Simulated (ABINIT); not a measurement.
The system is GaS.

```
Ga S
1.0
     3.58500    0.00000    0.00000
    -1.79250    3.10470    0.00000
     0.00000    0.00000   15.50000
Ga S
4 4
Direct
  0.66667 0.33333 0.83000
  0.33333 0.66667 0.33000
  0.66667 0.33333 0.67000
  0.33333 0.66667 0.17000
  0.66667 0.33333 0.40000
  0.33333 0.66667 0.90000
  0.66667 0.33333 0.10000
  0.33333 0.66667 0.60000
```

Base run:

* Program: ABINIT 10.8.3 (patched build)
* Functional: LDA
* Potentials or basis: JTH PAW LDA v2.0
* Cutoff: 544 eV
* k mesh: 9 × 9 × 2
* Occupations: fermi-dirac, width 0.05 eV
* Spin: no spin polarisation

Its results: band gap on the k mesh 1.39 eV, direct; pressure -3.0 GPa; largest force 0.257 eV/Å.

Question: The run is repeated on the same cell with these changes: functional from LDA to PBE; potentials or basis from JTH PAW LDA v2.0 to JTH PAW PBE v2.0. What comes out?

Answer: Band gap on the k mesh 1.59 eV, indirect (least direct gap 1.64 eV); pressure 2.2 GPa; largest force 0.244 eV/Å.

Caveats: this functional lacks dispersion, which binds the layers, so the pressure and a relaxed spacing across them are unreliable (some runs).
